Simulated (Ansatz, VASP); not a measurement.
## Ti: VASP beside Ansatz

```
CELL_PARAMETERS angstrom
0.00000 1.97436 1.97436
1.97436 0.00000 1.97436
1.97436 1.97436 0.00000
ATOMIC_POSITIONS crystal
Ti 0.00000 0.00000 0.00000
```

This isn't the form of Ti at room conditions, which is hcp.

Alike in both runs: task single point; functional LDA; k mesh 10 × 10 × 10; occupations gaussian, width 0.2 eV; no spin polarisation.

|  | VASP | Ansatz |
| --- | --- | --- |
| version | VASP 6.6.1 | Ansatz 0.2.0 |
| potentials or method | VASP PAW LDA potentials, release 64 (Ti_sv) | plane waves, PAW |
| plane-wave cutoff (eV) | 520 | 490 |
| valence electrons in the cell | 12 | 12 |

|  | VASP | Ansatz | Ansatz less VASP |
| --- | --- | --- | --- |
| pressure (GPa) | 5.1 | 5.4 | +0.24 |
